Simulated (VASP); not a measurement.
Here is a VASP 6.6.1 calculation.

POSCAR

```
Mg
1.0
    3.2093000000      0.0000000000      0.0000000000
   -1.6046500000      2.7793353284      0.0000000000
    0.0000000000      0.0000000000      5.2103000000
Mg
2
Direct
    0.6666666667      0.3333333333      0.7500000000
    0.3333333333      0.6666666667      0.2500000000
```

INCAR.step1

```
ALGO = Normal
EDIFF = 1E-5
ENCUT = 600
GGA = PE
ISMEAR = -1
LASPH = T
LCHARG = F
LREAL = F
LWAVE = T
NELM = 80
PREC = Accurate
SIGMA = 0.05
```

Contents of INCAR.step2:

```
ALGO = Normal
EDIFF = 1E-6
EDIFFG = -0.02
ENCUT = 600
GGA = PS
HFSCREEN = 0.2
IBRION = 2
ISIF = 3
ISMEAR = -1
ISTART = 1
LASPH = T
LCHARG = F
LHFCALC = T
LREAL = F
LWAVE = F
NELM = 80
NSW = 40
PREC = Accurate
PRECFOCK = Normal
SIGMA = 0.05
```

KPOINTS

```
k-points
0
Gamma
  5 5 3
```

Potentials or basis: VASP PAW PBE potentials, release 64 (Mg).

Command:

```console
$ cat potpaw_PBE.64/Mg/POTCAR > POTCAR
$ cp INCAR.step1 INCAR
$ mpirun -np 1 vasp_std > vasp.out
$ cp INCAR.step2 INCAR
$ mpirun -np 1 vasp_std > vasp.out
```

Estimate the relaxed volume.

22.52 Å³/atom.

Predict the space group after relaxing (to 0.05 Å).

P6_3/mmc (No. 194).

Step by step:
| step | energy change (eV) | largest force (eV/Å) | pressure (GPa) | volume (Å³) |
| --- | --- | --- | --- | --- |
| 1 | 0.0000 | 0.0000 | -1.15 | 46.47 |
| 2 | -0.0055 | 0.0000 | -0.27 | 45.36 |
| 3 | -0.0058 | 0.0000 | 0.00 | 45.04 |

Caveat: the k mesh is coarse (spacing up to 0.45 Å⁻¹), so the values aren't converged, least of all with exact exchange; the PAW data sets were made with another functional, which shifts forces and pressure a little.
